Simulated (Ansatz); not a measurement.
TaS2:

```
Ta S
1.0
     3.35000    0.00000    0.00000
    -1.67500    2.90119    0.00000
     0.00000    0.00000    5.86000
Ta S
1 2
Cartesian
  0.0000 0.0000 0.0000
  1.6750 0.9671 4.3950
  0.0000 1.9341 1.4650
```

| Item | Value |
| --- | --- |
| Program | Ansatz 0.2.0 |
| Task | single point |
| Functional | PBE |
| Potentials or basis | all-electron LAPW, scalar-relativistic |
| Cutoff | 282 eV (chosen from the basis error) |
| Basis error allowed | 0.001 eV/atom |
| k mesh | 9 × 9 × 5 |
| Occupations | fermi-dirac, width 0.05 eV |
| Spin | no spin polarisation |

On this cell: pressure 9.1 GPa; largest force 1.229 eV/Å; band gap on the k mesh none (metal or under the smearing width).

The same run follows on a disturbed copy (atoms moved at random, drawn with an rms of 0.05 Å):

```
Ta S
1.0
     3.35000    0.00000    0.00000
    -1.67500    2.90119    0.00000
     0.00000    0.00000    5.86000
Ta S
1 2
Direct
  0.00412 0.00031 0.00212
  0.66602 0.33219 0.74854
  0.32466 0.66450 0.24582
```

Q: What does the disturbed cell give?

A: The energy (extrapolated to zero smearing) moves by +12.6 meV/atom; pressure 10.0 GPa; largest force 1.789 eV/Å; band gap on the k mesh none (metal or under the smearing width).

Forces in eV/Å, atoms in the order of the input:
```
Ta  -0.306 -0.055 -0.756
S    0.016  0.016 -1.009
S    0.290  0.038  1.765
```

Stress tensor (GPa, compression positive):
```
 8.25 -0.65  1.05
-0.65  8.41  0.08
 1.05  0.08 13.41
```

Caveats: this functional lacks dispersion, which binds the layers, so the pressure and a relaxed spacing across them are unreliable (some runs); forces of over 1 eV/Å show positions far from the minimum, so gaps and moduli don't describe the material at rest (some runs).
